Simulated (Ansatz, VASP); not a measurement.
## Two plane-wave programs on CdS

```
Cd S
1.0
    -0.14739    2.90939    2.90939
     2.90939   -0.14739    2.90939
     2.90939    2.90939   -0.14739
Cd S
1 1
Direct
  0.99472 0.99472 0.99472
  0.25528 0.25528 0.25528
```

Change from the starting cell: epitaxial_111 strain +4.0%.

Alike in both runs: task single point; functional PBE; k mesh 8 × 8 × 8; occupations fermi-dirac, width 0.02 eV; no spin polarisation.

|  | VASP | Ansatz |
| --- | --- | --- |
| version | VASP 6.6.1 | Ansatz 0.2.0 |
| potentials or method | VASP PAW PBE potentials, release 64 (Cd, S) | plane waves, PAW |
| plane-wave cutoff (eV) | 520 | 420 |
| valence electrons in the cell | 18 | 26 |

```csv
,VASP,Ansatz,Ansatz less VASP
gap on the k mesh at the Fermi level (eV),0.84,0.84,0.000
pressure (GPa),-0.8,-1.1,-0.27
largest component of the traceless stress (GPa),1.21,1.21,-0.009
```

The functional is the same, so the differences come from potentials, cutoffs and numerics. The two sets of potentials don't hold the same shells in valence.
